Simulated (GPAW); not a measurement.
Runs of GPAW 26.7.0 on Al. It takes space group Fm-3m (No. 225, cubic). Conventional cell: a = 4.050 Å, b = 4.050 Å, c = 4.050 Å, α = 90.00°, β = 90.00°, γ = 90.00°. Al (site symmetry m-3m) has 12 Al at 2.86 Å as nearest neighbours. 

```tsv
task	level	potentials or basis	band path	band points	eigensolver	pressure (GPa)
band structure	RPBE	the program's PAW data sets (release 1.2.1) made for this functional, pw	GXWKGLUWLK,UX	80	-	(b)
band structure	PBEsol	PAW data sets generated in the run's folder for this functional, pw	GXWKGLUWLK,UX	80	-	-1.8
band structure	revPBE	the program's PAW data sets (release 1.2.1) made for this functional, pw	GXWKGLUWLK,UX	80	-	0.8
band structure	r2SCAN	GPAW PAW data sets (gpaw-data 1.2.1), pw	GXWKGLUWLK,UX	80	-	-3.3
band structure	LDA	the program's PAW data sets (release 1.2.1) made for this functional, pw	GXWKGLUWLK,UX	80	-	(a)
band structure	BLYP	PAW data sets generated in the run's folder for this functional, pw	GXWKGLUWLK,UX	80	davidson	3.0
```

Alike in all rows: no spin polarisation; cell as given; k mesh 11 × 11 × 11; cutoff (eV) 600; smearing fermi-dirac 0.05 eV.

Question: Fill in the values left out.

Answer: (a) -3.5; (b) 1.2.

Caveats: the PAW data sets were made with another functional, which shifts forces and pressure a little (some runs).

Runs at the PBE level aren't shown here.
